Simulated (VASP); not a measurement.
# SrO: relaxed cell and band gap, by functional

SrO, Fm-3m (no. 225), 2 atoms in the cell.

| Functional | Volume (Å³/atom) | Change from the starting volume (fraction) | Gap, path and mesh (eV) | Time (s) |
|---|---|---|---|---|
| RPBE | 18.25 | 0.080 | 3.41 | 50 |
| revPBE | 18.08 | 0.070 | 3.38 | 48 |
| PW91 | 17.54 | 0.038 | 3.28 | 49 |
| BLYP | 18.15 | 0.074 | 3.42 | 106 |
| optPBE exchange with PBE correlation | 17.53 | 0.037 | 3.27 | 47 |
| optB88 exchange with PBE correlation | 17.18 | 0.017 | 3.22 | 47 |
| optB86b exchange with PBE correlation | 17.03 | 0.008 | 3.15 | 45 |
| PW86R exchange with PBE correlation | 18.04 | 0.067 | 3.32 | 46 |
| CX exchange with PBE correlation | 16.87 | -0.002 | 3.12 | 47 |

## Input of the first row

INCAR.step1:
```
SYSTEM = SrO
  PREC = Accurate
  ENCUT = 600
  EDIFF = 1E-7
  ISMEAR = 0
  SIGMA = 0.02
  LREAL = .False.
  LASPH = .True.
  GGA_COMPAT = .False.
  ALGO = Normal
  NELM = 150
  ISIF = 3
  LWAVE = .False.
  LCHARG = .False.
  GGA = RP
  IBRION = 2
  EDIFFG = -0.005
  NSW = 60
```

INCAR.step2, as INCAR.step1 but for:
```
- NSW = 60
+ NSW = 40
```

INCAR.step3, as INCAR.step2 but for:
```
- ISIF = 3
- IBRION = 2
- EDIFFG = -0.005
- NSW = 40
+ ISIF = 2
+ NBANDS = 15
```

KPOINTS:
```
k-points
0
Gamma
  7 7 7
```

KPOINTS_OPT:
```
path GXWKGLUWLK,UX
8
line-mode
reciprocal
 0.0000000000  0.0000000000  0.0000000000  G
 0.5000000000  0.0000000000  0.5000000000  X

 0.5000000000  0.0000000000  0.5000000000  X
 0.5000000000  0.2500000000  0.7500000000  W

 0.5000000000  0.2500000000  0.7500000000  W
 0.3750000000  0.3750000000  0.7500000000  K

 0.3750000000  0.3750000000  0.7500000000  K
 0.0000000000  0.0000000000  0.0000000000  G

 0.0000000000  0.0000000000  0.0000000000  G
 0.5000000000  0.5000000000  0.5000000000  L

 0.5000000000  0.5000000000  0.5000000000  L
 0.6250000000  0.2500000000  0.6250000000  U

 0.6250000000  0.2500000000  0.6250000000  U
 0.5000000000  0.2500000000  0.7500000000  W

 0.5000000000  0.2500000000  0.7500000000  W
 0.5000000000  0.5000000000  0.5000000000  L

 0.5000000000  0.5000000000  0.5000000000  L
 0.3750000000  0.3750000000  0.7500000000  K

 0.6250000000  0.2500000000  0.6250000000  U
 0.5000000000  0.0000000000  0.5000000000  X
```

POSCAR.step1:
```
SrO
1.0
    0.0000000000      2.5663000000      2.5663000000
    2.5663000000      0.0000000000      2.5663000000
    2.5663000000      2.5663000000      0.0000000000
Sr O
1 1
Direct
    0.5000000000      0.5000000000      0.5000000000
    0.0000000000      0.0000000000      0.0000000000
```

Commands (each step's output is kept before the next begins):
```
cat potpaw_PBE.64/Sr_sv/POTCAR potpaw_PBE.64/O/POTCAR > POTCAR
cp INCAR.step1 INCAR
cp POSCAR.step1 POSCAR
mpirun -np 1 vasp_std > vasp.out
cp CONTCAR POSCAR
rm WAVECAR CHG
cp INCAR.step2 INCAR
mpirun -np 1 vasp_std > vasp.out
cp CONTCAR POSCAR
rm WAVECAR CHG
cp INCAR.step3 INCAR
mpirun -np 1 vasp_std > vasp.out
```

Changes of the last row against the first:
```
(all steps)
- GGA = RP
+ GGA = CX
```

VASP 6.6.1 took 50 s on 1 core (AMD EPYC 9R45 (Zen 5)), a shared host.
